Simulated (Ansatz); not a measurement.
# GaSb: the cost of one run

Program: Ansatz 0.2.0. Level of theory: DFT PBE, scalar-relativistic, plane waves, PAW. These are calculated values, not measurements.

The COD entry's cell or inner coordinates are ideal or old and differ from later refinements, so a difference from it is no clean test against experiment.

1 further run of the same task is left out (set aside as unsound or not needed).

**1. Starting point**

Symmetry: F-43m, No. 216, cubic system. The conventional cell has a = 6.214 Å, b = 6.214 Å, c = 6.214 Å, α = 90.00°, β = 90.00°, γ = 90.00°. Ga (site symmetry -43m) is surrounded by 4 Sb at 2.69 Å. Sb (site symmetry -43m) has 4 Ga at 2.69 Å as nearest neighbours.

As a file:

```
CELL_PARAMETERS angstrom
0.00000 3.10692 3.10692
3.10692 0.00000 3.10692
3.10692 3.10692 0.00000
ATOMIC_POSITIONS crystal
Ga 0.00000 0.00000 0.00000
Sb 0.75000 0.75000 0.75000
```

It is the result of an earlier relaxation at this level (volume 29.99 Å³/atom; gap on the mesh: none (metal)).

**2. The bulk in the cell of the plane**

Input file input.yaml:

```yaml
crystal:
  lattice:
    - [4.3938492945, 0.0, 0.0]
    - [-2.1969246472, 3.8051851094, 0.0]
    - [2.1969246472, -1.2683950365, 3.587562926]
  atoms:
    - { symbol: Ga, position: [0.0, 0.0, 0.0] }
    - { symbol: Sb, position: [0.75, 0.25, 0.75] }
basis:
  ecutwfc: 420
kpoints:
  mp_grid: { grid: [9, 9, 10] }
hamiltonian:
  xc: pbe
scf:
  occupations: { method: gaussian, width: 0.1 }
output:
  forces: true
  stress: true
  eigenvalues: true
```

The run is started by

```console
$ ansatz run input.yaml --threads 1 --pin off --max-ram 2560MiB --backend cpu --events-out ev --progress --plain --runs-dir out
```

Q: Estimate wall time and peak memory on 1 thread of Intel Xeon 6975P-C (Granite Rapids), shared host.

About 9 s, with a peak of 0.58 GiB.
